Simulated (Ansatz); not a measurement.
# Cs (sc type): a single-point run

Aim: a sound single-point run of Cs (sc type).

This is Cs in the simple cubic structure; at room conditions it is bcc.

Method: DFT, PBE, all-electron LAPW, scalar-relativistic, in Ansatz 0.2.0.

## 1. The structure to begin with

It takes space group Pm-3m (No. 221, cubic). The conventional cell has a = 5.012 Å, b = 5.012 Å, c = 5.012 Å, α = 90.00°, β = 90.00°, γ = 90.00°.

Coordinates:

```
CELL_PARAMETERS angstrom
5.01161 0.00000 0.00000
0.00000 5.01161 0.00000
0.00000 0.00000 5.01161
ATOMIC_POSITIONS crystal
Cs 0.00000 0.00000 0.00000
```

## 2. The run

input.yaml reads:

```yaml
crystal:
  lattice:
    - [5.011611945, 0.0, 0.0]
    - [0.0, 5.011611945, 0.0]
    - [0.0, 0.0, 5.011611945]
  atoms:
    - { symbol: Cs, position: [0.0, 0.0, 0.0] }
kpoints:
  mp_grid: { grid: [8, 8, 8] }
  band_path:
    path:
      - [0.0, 0.0, 0.0]
      - [0.0, 0.5, 0.0]
      - [0.5, 0.5, 0.0]
      - [0.0, 0.0, 0.0]
      - [0.5, 0.5, 0.5]
      - [0.0, 0.5, 0.0]
      - [0.5, 0.5, 0.5]
      - [0.5, 0.5, 0.0]
    npoints: 14
scf:
  occupations: { method: fermi_dirac, width: 0.08 }
  max_iter: 5
hamiltonian:
  xc: pbe
  pseudopotentials: { kind: all_electron, lapw: { basis_error: 0.001 } }
output:
  forces: true
  stress: true
  eigenvalues: true
  populations: true
```

Started as:

```bash
$ ansatz run input.yaml --threads 1 --pin off --max-ram 2048MiB --backend cpu --events-out ev --progress --plain --runs-dir out
```

What happens when this is run?

The run converged and reported no error. That alone doesn't make the input a sound one.

In the input, scf.max_iter is 5. What could go wrong: too low a cap on iterations. The run converged, but that does not make its result sound.

To check: delete scf.max_iter (the default then holds).
